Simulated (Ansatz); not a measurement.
# CuO (P6_3/mmc) in Ansatz: notebook

The runs below take CuO through band structure, single point, equation of state, with PBEsol, PBEsol+U, r2SCAN+U, PBE.

Everything below comes from runs of Ansatz 0.2.0. Logs are shortened: lines on timing, memory, paths and dates and some standing lists are left out, and cuts for length are marked.

## (1) The crystal as given

It takes space group P6_3/mmc (No. 194, hexagonal). Conventional cell: a = 3.180 Å, b = 3.180 Å, c = 4.431 Å, α = 90.00°, β = 90.00°, γ = 120.00°. Cu (site symmetry -3m) has 6 O at 2.14 Å and 2 Cu at 2.22 Å as nearest neighbours. Around O (site symmetry -6m2) lie 6 Cu at 2.14 Å.

Measurements of this composition are mostly on another form, of space group No. 15.

## (2) Band structure, PBEsol

input.yaml reads:

```yaml
crystal:
  lattice:
    - [3.1795331, 0.0, 0.0]
    - [-1.58976655, 2.75355644, 0.0]
    - [0.0, 0.0, 4.43149073]
  atoms:
    - { symbol: Cu, position: [0.0, 0.0, 0.0] }
    - { symbol: Cu, position: [0.0, 0.0, 0.5] }
    - { symbol: O, position: [0.3333333333, 0.6666666667, 0.25] }
    - { symbol: O, position: [0.6666666667, 0.3333333333, 0.75] }
hamiltonian:
  xc: pbesol
  pseudopotentials: { kind: paw }
kpoints:
  mp_grid: { grid: [10, 10, 6] }
  band_path:
    path:
      - [[0.0, 0.0, 0.0], [0.5, 0.0, 0.0], [0.3333333333, 0.3333333333, 0.0], [0.0, 0.0, 0.0], [0.0, 0.0, 0.5], [0.5, 0.0, 0.5], [0.3333333333, 0.3333333333, 0.5], [0.0, 0.0, 0.5]]
      - [[0.5, 0.0, 0.5], [0.5, 0.0, 0.0]]
      - [[0.3333333333, 0.3333333333, 0.0], [0.3333333333, 0.3333333333, 0.5]]
    npoints: 14
scf:
  occupations: { method: fermi_dirac, width: 0.05 }
  n_extra_bands: 10
output:
  forces: true
  stress: true
  eigenvalues: true
  fatbands: false
```

Potentials or basis: Ansatz PAW.

The run is started by

```console
ansatz run input.yaml --threads 2 --pin off --max-ram 5632MiB --backend cpu --events-out ev --progress --plain --runs-dir out
```

Standard output:

```text
Warning: RAYON_NUM_THREADS=2 ignored (pool sized by the plan → 2); use --threads N
scf.n_extra_bands = 10 over 25 filled bands (N_el = 50.0): the run solves 35 bands
Engine: ansatz 0.2.0, x86_64-unknown-linux-gnu
Pseudopotentials: kind: paw
Pseudopotential: Cu, paw, valence charge 19, recommended cutoff 420 eV (normal), Cu.paw.azcp
Pseudopotential: O, paw, valence charge 6, recommended cutoff 420 eV (normal), O.paw.azcp
Functional definition: PBEsol
  exchange = pbesol_x
  correlation = pbesol_c
Crystal: 4 atoms, lattice volume = 38.798 Å³
Basis set: ecut = 420 eV, 759 PW (Γ), exchange–correlation on 48×48×60 points (8 copies of the dense FFT grid, shifted against one another)
Bands: 35, of which v1, the nominal top of the filled ones, is band 25 counted from 1 (24 counted from 0)
Symmetry: 24 space group operations
Space group: P63/mmc (ITA 194), of the structure as read, at distance tolerance 3.4e-5 Å
k-points: 56 of 600
Non-local potential: Cu, projectors of the file, l = 0: 3, l = 1: 2, l = 2: 3, l = 3: 1
Non-local potential: O, projectors of the file, l = 0: 2, l = 1: 2, l = 2: 1
PAW form: soft (Blöchl's): semilocal exchange-correlation on the pseudo side does not see the compensation charge
PAW frozen core: Cu, regenerated for the run's functional, and the local potential with it (the file was generated under x = pbe(κ = 0.804, μ = 0.2195149727645171), c = pbe(β = 0.06672455060314922))
PAW frozen core: O, regenerated for the run's functional, and the local potential with it (the file was generated under x = pbe(κ = 0.804, μ = 0.2195149727645171), c = pbe(β = 0.06672455060314922))
PAW one-centre angular grid: Cu, 590 points (default); XC on 64 Gauss nodes
PAW one-centre angular grid: O, 110 points (default); XC on 64 Gauss nodes
Initial density: superposition of atomic densities (neutral atoms: chi_scale 0, normalization atom), corrected by the library's trained network
Initial wavefunctions: pseudopotential atomic-orbital guess
Functional: x = pbesol(κ = 0.804, μ = 0.12345679012345678), c = pbesol(β = 0.046)
SCF iter   1: F=—  HF=-14295.055148 eV  |F-HF|=—  |Δ(HF+E_count)|=         —  Δρ=2.17e-2  dr2=1.60e-1  ethr=1.77e-3  ⟨swp⟩=5.6  Hψ=7418  notcnv=0  defer=24
preconditioner: auto → LDOS  [metal: Δε(μ)=0.031 eV  Ē_g=15.471 eV  σ=0.050 eV  W_gap=0.15  n_scr=22 (ndim 8)  ℏωp=34.8 eV  f_vac=0.034  D(μ)=2.99/eV (n_scr^D=34)  β→1.0]
SCF iter   2: F=—  HF=-14295.070149 eV  |F-HF|=—  |Δ(HF+E_count)|=   1.50e-2  Δρ=2.88e-2  dr2=1.65e-1  ethr=3.19e-4  ⟨swp⟩=2.1  Hψ=3862  notcnv=0  defer=83
SCF iter   3: F=—  HF=-14295.020055 eV  |F-HF|=—  |Δ(HF+E_count)|=   5.01e-2  Δρ=1.02e-2  dr2=2.79e-2  ethr=3.19e-4  ⟨swp⟩=2.0  Hψ=3090  notcnv=0  defer=83
SCF iter   4: F=—  HF=-14295.016249 eV  |F-HF|=—  |Δ(HF+E_count)|=   3.81e-3  Δρ=5.05e-3  dr2=7.17e-3  ethr=5.59e-5  ⟨swp⟩=1.1  Hψ=1893  notcnv=0  defer=83
SCF iter   5: F=—  HF=-14295.014944 eV  |F-HF|=—  |Δ(HF+E_count)|=   1.31e-3  Δρ=3.68e-4  dr2=2.86e-5  ethr=1.43e-5  ⟨swp⟩=2.0  Hψ=2345  notcnv=0  defer=83
SCF iter   6: F=—  HF=-14295.014992 eV  |F-HF|=—  |Δ(HF+E_count)|=   4.85e-5  Δρ=3.00e-5  dr2=1.13e-7  ethr=5.71e-8  ⟨swp⟩=2.3  Hψ=2972  notcnv=0  defer=83
SCF iter   7: F=-14295.014992 eV  HF=-14295.014992 eV  |F-HF|=4.67e-10  |Δ(HF+E_count)|=   1.78e-7  Δρ=4.21e-6  dr2=2.66e-9  ethr=2.00e-10  ⟨swp⟩=8.1  Hψ=8910  notcnv=0
SCF 1 converged in 7 iterations: F = -14295.014992 eV  dr2 = 2.66e-9
NSCF: frozen V_eff on 129 k-points
SCF converged after 7 iterations
Free energy (F): -14295.014992 eV
Harris-Foulkes:  -14295.014992 eV  (|F-HF|=4.67e-10)
Internal energy: -14294.987354 eV  (E = F + TS)
E sigma→0 (E₀):  -14295.001173 eV
Entropy (-TS):   -0.027638 eV (-6.910 meV/atom)
Fermi energy:    12.379375 eV
--- Per-component energies (eV) ---
  E_band       = -825.550080
  E_kinetic    = 939.738349
  E_local      = -9612.955291  (includes V_loc(G=0)·N_el)
  E_nonlocal   = 889.183514
  E_hartree    = 4173.073760
  E_xc         = -320.048933
  E_vxc        = -412.939476  (∫ρ·V_xc dr)
  E_paw        = -3559.648105  (= ΣΔE_a)
  E_vpaw       = -974.727631  (= ΣTr[D̂ρ^β])
  E_aug_tail   = 0.004962  (compensation charges beyond the density's cutoff)
  E_ewald      = -6804.818589
  E_core_change = 0.482980  (= ΣΔE_core)
  E_smearing   = -0.027638  (= −TS)
  E_closure    = -0.000000  (closes the sum)
  Σ components = -14295.014992   (vs F -14295.014992, Δ=0.00e0)
--- Forces (eV/Å), atoms counted from 1 ---
  atom   1  Cu     0.00000000     0.00000000     0.00000000
  atom   2  Cu     0.00000000     0.00000000     0.00000000
  atom   3  O      0.00000000    -0.00000000     0.00000000
  atom   4  O      0.00000000     0.00000000     0.00000000
  max |Σ_I F_I| component: 1.85e-17 eV/Å
--- Stress (GPa, compression-positive) ---
      -17.846290       0.000000      -0.000000
        0.000000     -17.846290      -0.000000
       -0.000000      -0.000000      27.513616
  P = ⅓ Tr σ = -2.7263 GPa (-27.263 kbar)
--- Band table (eV; the first three rows and the last of 56) ---
  k-point 0: bands = ["-99.5895", "-99.5563", "-57.3385", "-57.0792", "-57.0792", "-57.0642", "-57.0521", "-57.0521", "-6.8282", "-5.2137", "5.7349", "6.9757", "6.9757", "8.0838", "9.4424", "9.4424", "9.8386", "9.8386", "10.1573", "10.1573", "10.7710", "10.9413", "10.9413", "12.2760", "12.9824", "12.9824", "13.6783", "17.2579", "23.6583", "24.4289", "24.4289", "29.7066", "30.2560", "30.9113", "30.9113"]
  k-point 1: bands = ["-99.5873", "-99.5586", "-57.3203", "-57.0827", "-57.0774", "-57.0774", "-57.0539", "-57.0539", "-6.7356", "-5.3425", "5.9733", "7.0799", "7.0799", "8.2443", "9.2316", "9.2316", "9.5200", "9.5200", "10.2010", "10.4903", "10.4903", "11.1066", "11.1066", "11.8992", "12.8985", "12.8985", "14.2914", "17.2939", "23.8326", "24.6098", "24.6098", "28.9878", "28.9878", "29.9892", "30.1578"]
  k-point 2: bands = ["-99.5812", "-99.5647", "-57.2704", "-57.1332", "-57.0724", "-57.0724", "-57.0589", "-57.0589", "-6.4736", "-5.6749", "6.6329", "7.3859", "7.3859", "8.3878", "8.5073", "8.5073", "9.4937", "9.7367", "9.7367", "10.3530", "10.3530", "11.0150", "11.6762", "11.6762", "12.6463", "12.6463", "15.4150", "17.1159", "24.6067", "25.1553", "25.1553", "27.3553", "27.3553", "28.5621", "30.5381"]
  k-point 55: bands = ["-99.5727", "-99.5727", "-57.2012", "-57.2012", "-57.0698", "-57.0698", "-57.0689", "-57.0689", "-5.4976", "-5.4976", "6.1925", "6.1925", "6.9789", "6.9789", "8.1811", "8.1811", "9.9504", "9.9504", "10.1913", "10.1913", "10.5844", "10.5844", "10.9181", "10.9181", "12.8050", "12.8050", "19.3758", "19.3758", "22.1537", "22.1537", "23.4353", "23.4353", "29.1665", "29.1665", "32.0925"]
```

Run time: 6.5 s. Hardware: 2 threads of Intel Xeon Platinum 8259CL at 2.50GHz (Skylake/Cascade Lake), shared host; peak memory 0.4 GiB.

What came out:

```
Free energy            : -14295.0150 eV
Pressure               : -2.7 GPa
Band gap on the k mesh : none (metal or under the smearing width)
```

Levels at the corners of the path, in eV from the Fermi level:
```
point  band 21  band 22  band 23  band 24  band 25  band 26  band 27  band 28  band 29  band 30
    Γ    -1.61    -1.44    -1.44    -0.10     0.60     0.60     1.30     4.88    11.28    12.05
    M    -1.82    -1.65    -1.46    -1.22     0.36     0.48     6.48     6.68     9.59     9.73
    K    -1.57    -1.20    -1.06    -1.06    -0.72    -0.72     7.18     9.19     9.33     9.33
    Γ    -1.61    -1.44    -1.44    -0.10     0.60     0.60     1.30     4.88    11.28    12.05
    A    -2.34    -2.34    -0.15    -0.15    -0.15    -0.15     4.07     4.07    13.69    13.69
    L    -1.87    -1.87    -0.55    -0.55    -0.55    -0.55     5.78     5.78    10.04    10.04
    H    -1.76    -1.76    -1.49    -1.49     0.46     0.46     7.13     7.13     9.74     9.74
    A    -2.34    -2.34    -0.15    -0.15    -0.15    -0.15     4.07     4.07    13.69    13.69
    L    -1.87    -1.87    -0.55    -0.55    -0.55    -0.55     5.78     5.78    10.04    10.04
    M    -1.82    -1.65    -1.46    -1.22     0.36     0.48     6.48     6.68     9.59     9.73
    K    -1.57    -1.20    -1.06    -1.06    -0.72    -0.72     7.18     9.19     9.33     9.33
    H    -1.76    -1.76    -1.49    -1.49     0.46     0.46     7.13     7.13     9.74     9.74
```

Caveat: the pressure holds a Pulay correction of +0.8 GPa for the finite cutoff; the run has no spin polarisation, though such a crystal can be magnetic; semilocal functionals often make such compounds metallic where correlation or magnetic order opens a gap, which also shifts bond lengths; the PAW data sets come from PBE, with cores solved anew for the run's functional, which leaves a small shift of forces and pressure. With open d or f shells a metallic result of PBEsol can be an artefact of self-interaction; +U or a hybrid may open a gap.

## (3) Band structure, PBEsol+U

Edit input.yaml of step 2 so:

```diff
@@ -13,2 +13,3 @@
   pseudopotentials: { kind: paw }
+  hubbard: { sites: [{ species: Cu, l: d, u_eff: 5.3 }] }
 kpoints:
```

Potentials or basis: Ansatz PAW.

The run is started by

```console
ansatz run input.yaml --threads 2 --pin off --max-ram 5632MiB --backend cpu --events-out ev --progress --plain --runs-dir out
```

Wall time 9.8 s (2 threads of Intel Xeon Platinum 8259CL at 2.50GHz (Skylake/Cascade Lake), shared host); peak memory 0.42 GiB.

It converged, with:

```yaml
Free_energy: -14292.7768 eV
Pressure: 0.1 GPa
Band_gap_on_the_k_mesh: none (metal or under the smearing width)
```

Stress tensor (GPa, compression positive):
```
-13.78   0.00   0.00
  0.00 -13.78   0.00
  0.00   0.00  27.88
```

Levels at the corners of the path, in eV from the Fermi level:
| point | band 22 | band 23 | band 24 | band 25 | band 26 | band 27 | band 28 | band 29 |
| --- | --- | --- | --- | --- | --- | --- | --- | --- |
| Γ | -2.04 | -1.15 | -0.73 | 0.62 | 0.62 | 2.03 | 5.73 | 12.02 |
| M | -2.36 | -2.33 | -2.26 | 0.30 | 0.56 | 7.27 | 7.44 | 10.49 |
| K | -2.29 | -1.20 | -1.20 | -0.90 | -0.90 | 7.93 | 10.02 | 10.02 |
| Γ | -2.04 | -1.15 | -0.73 | 0.62 | 0.62 | 2.03 | 5.73 | 12.02 |
| A | -2.65 | -0.15 | -0.15 | -0.15 | -0.15 | 4.77 | 4.77 | 14.60 |
| L | -2.72 | -0.63 | -0.63 | -0.60 | -0.60 | 6.61 | 6.61 | 10.70 |
| H | -2.38 | -2.11 | -2.11 | 0.52 | 0.52 | 7.91 | 7.91 | 10.53 |
| A | -2.65 | -0.15 | -0.15 | -0.15 | -0.15 | 4.77 | 4.77 | 14.60 |
| L | -2.72 | -0.63 | -0.63 | -0.60 | -0.60 | 6.61 | 6.61 | 10.70 |
| M | -2.36 | -2.33 | -2.26 | 0.30 | 0.56 | 7.27 | 7.44 | 10.49 |
| K | -2.29 | -1.20 | -1.20 | -0.90 | -0.90 | 7.93 | 10.02 | 10.02 |
| H | -2.38 | -2.11 | -2.11 | 0.52 | 0.52 | 7.91 | 7.91 | 10.53 |

Eigenvalues of the final occupation matrices:
```tsv
site	spin	trace	eigenvalues
site 1	1	4.80	0.91 0.91 0.99 1.00 1.00
site 2	1	4.80	0.91 0.91 0.99 1.00 1.00
```

Caveat: the pressure holds a Pulay correction of +0.8 GPa for the finite cutoff; the run has no spin polarisation, though such a crystal can be magnetic; U without spin polarisation on a metal has little footing; the PAW data sets come from PBE, with cores solved anew for the run's functional, which leaves a small shift of forces and pressure.

(Continued in part 2 of 2.)
